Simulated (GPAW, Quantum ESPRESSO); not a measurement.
The B K edge of atom 2 in BAs (F-43m), with 4 As at 2.07 Å (tetrahedral, site symmetry -43m), was computed in 2 ways: full core hole (charged cell) and no core hole. Program and functional: Quantum ESPRESSO XSpectra, PBE, Lorentzian half width 0.3 eV up to 4 eV, rising linearly to 2.5 eV at 25 eV; cells of 2 and 12 atoms (the run without a hole in the smaller).

Each run is counted from its own lowest empty level or Fermi level and scaled to a mean of 1 over its first 20 eV. (XSpectra's own axis starts at xe0, in the gap; it has been shifted.)

```csv
E (eV),run 1,run 2
-2.0,0.06,0.03
-1.0,0.12,0.05
0.0,0.48,0.13
1.0,1.77,0.36
2.0,2.06,1.04
3.0,1.84,1.05
4.0,1.70,1.24
5.0,1.36,1.34
6.0,1.23,1.45
7.0,1.13,1.28
8.0,0.99,1.29
9.0,0.96,1.33
10.0,0.96,1.33
11.0,0.78,1.32
12.0,0.63,1.02
13.0,0.64,0.90
14.0,0.67,0.91
15.0,0.63,0.92
16.0,0.54,0.81
17.0,0.49,0.68
18.0,0.49,0.64
19.0,0.53,0.65
20.0,0.58,0.67
21.0,0.63,0.72
22.0,0.65,0.76
23.0,0.65,0.79
24.0,0.64,0.80
25.0,0.62,0.79
26.0,0.61,0.79
27.0,0.59,0.78
28.0,0.58,0.77
29.0,0.56,0.76
30.0,0.55,0.75
31.0,0.53,0.73
32.0,0.50,0.70
```

Which run is which?

Run 1: full core hole (charged cell) (area from −2 to 6 eV 10.0, main maxima 1.9 eV (2.07), 3.3 eV (1.97), 14.0 eV (0.67) and 22.4 eV (0.65)). Run 2: no core hole (area from −2 to 6 eV 6.0, main maxima 2.8 eV (1.39), 4.6 eV (1.43), 6.2 eV (1.47) and 10.5 eV (1.37)). With each curve scaled to its own mean, the area from −2 to 6 eV with the hole is 10.0 against 6.0, and the centre of weight from −1 to 20 eV moves by -2.0 eV: the hole pulls the absorber's empty states down.

[Banner, clock and machine lines of the logs are left out without a mark of their own.]

[Logs are printed without paths, hosts, clocks, repeated set-up lines and the standing remarks that a program may print on its own settings, such as how far it seeks lower states.]

[Hosts, paths, dates, database ids (printed as entryN), source tags and the programs' standing remarks are cut or masked in the printed files.]

[Lists of maxima count a maximum above −3 eV only where it reaches 4 % of the highest in the window and stands out from its surroundings by 2 % of it (1.5 % where it reaches 55 %); shoulders and weaker maxima are passed over, and of the rest the first, up to two pre-edge ones and the few strongest are named.]
